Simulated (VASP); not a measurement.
Output of a VASP run:

### OSZICAR
```
       N       E                     dE             d eps       ncg     rms          rms(c)
DAV:   1     0.198681398931E+03    0.19868E+03   -0.14590E+04   640   0.153E+03
DAV:   2    -0.255330090269E+02   -0.22421E+03   -0.22015E+03   840   0.391E+02
DAV:   3    -0.335314784890E+02   -0.79985E+01   -0.79915E+01   920   0.760E+01
DAV:   4    -0.337861424450E+02   -0.25466E+00   -0.25463E+00   952   0.929E+00
DAV:   5    -0.337883449616E+02   -0.22025E-02   -0.22025E-02   832   0.827E-01    0.232E+01
DAV:   6    -0.274620974343E+02    0.63262E+01   -0.36855E+01   728   0.466E+01    0.897E+00
DAV:   7    -0.274240611426E+02    0.38036E-01   -0.14193E+00   872   0.980E+00    0.560E+00
DAV:   8    -0.274088976898E+02    0.15163E-01   -0.18431E-01   824   0.444E+00    0.486E-01
DAV:   9    -0.274112409691E+02   -0.23433E-02   -0.13602E-02   880   0.898E-01    0.333E-01
DAV:  10    -0.274134297946E+02   -0.21888E-02   -0.55920E-03   744   0.751E-01    0.127E-01
DAV:  11    -0.274135372919E+02   -0.10750E-03   -0.17266E-03   872   0.345E-01    0.145E-01
DAV:  12    -0.274134867027E+02    0.50589E-04   -0.40055E-04   704   0.158E-01    0.606E-03
DAV:  13    -0.274134897914E+02   -0.30887E-05   -0.16735E-05   848   0.304E-02    0.357E-03
DAV:  14    -0.274134906813E+02   -0.88987E-06   -0.43763E-06   744   0.146E-02
   1 F= -.27413491E+02 E0= -.27413491E+02  d E =-.274135E+02
```

**OUTCAR**
```
------------------------ aborting loop because EDIFF is reached ----------------------------------------
  FORCE on cell =-STRESS in cart. coord.  units (eV):
  Direction    XX          YY          ZZ          XY          YZ          ZX
  --------------------------------------------------------------------------------------
  Total       -0.0277845     -0.0277845     -0.0277845     -0.0000000      0.0000000      0.0000000
  in kB       -1.3090038     -1.3090038     -1.3090038     -0.0000000      0.0000000      0.0000000
  external PRESSURE =      -1.3090038 kB  Pullay stress =       0.0000000 kB
  volume of cell :       34.01
      direct lattice vectors                 reciprocal lattice vectors
     0.000000000  2.571464535  2.571464535    -0.194441725  0.194441725  0.194441725
     2.571464535  0.000000000  2.571464535     0.194441725 -0.194441725  0.194441725
     2.571464535  2.571464535  0.000000000     0.194441725  0.194441725 -0.194441725
 POSITION                                       TOTAL-FORCE (eV/Angst)
 -----------------------------------------------------------------------------------
      0.00000      0.00000      0.00000         0.000000      0.000000     -0.000000
      1.28573      1.28573      1.28573        -0.000000     -0.000000      0.000000
      3.85720      3.85720      3.85720         0.000000     -0.000000     -0.000000
 -----------------------------------------------------------------------------------
    total drift:                                0.000000      0.000000      0.000000
  FREE ENERGIE OF THE ION-ELECTRON SYSTEM (eV)
  ---------------------------------------------------
  free  energy   TOTEN  =       -27.4134906813 eV

  energy  without entropy=      -27.4134906813  energy(sigma->0) =      -27.41349068

 reached required accuracy - stopping structural energy minimisation
```
(Selected blocks of OUTCAR.)

**POSCAR**
```
ZrO2
1
    0.0000000000     2.5714645345     2.5714645345
    2.5714645345     0.0000000000     2.5714645345
    2.5714645345     2.5714645345     0.0000000000
Zr O
1 2
Direct
  0.0000000000   0.0000000000   0.0000000000
  0.2500000000   0.2500000000   0.2500000000
  0.7500000000   0.7500000000   0.7500000000
```

Task: Reconstruct the remaining input files.

Result: This is not unique; one that fits is the input of the run itself, revPBE GGA, plane waves, VASP's PBE PAW potentials (set 64).

### KPOINTS
```
Automatic mesh
0
Gamma
7 7 7
0 0 0
```

**INCAR**
```
EDIFFG=-0.02
NSW=60
ISIF=3   ! ions, shape and volume
LMAXMIX=4   ! l cut-off of mixed one-centre charges
LASPH=.TRUE.   ! aspherical one-centre terms
SIGMA=0.05
GGA=RE   ! revPBE
EDIFF=1E-6
PREC=Accurate
IBRION=2
NELM=100
LCHARG=.FALSE.
ISMEAR=0
ALGO=Normal   ! blocked Davidson
LWAVE=.FALSE.
SYSTEM=ZrO2
LREAL=.FALSE.
ENCUT=520
```

POTCAR, in this order: Zr_sv O (PBE.64 set). Program: vasp_std.

The compound is ZrO2 in the fluorite structure, the high-temperature cubic form, which is unstable at 0 K; the monoclinic form is the stable one. It was relaxed first. The start is the result of an earlier pass.
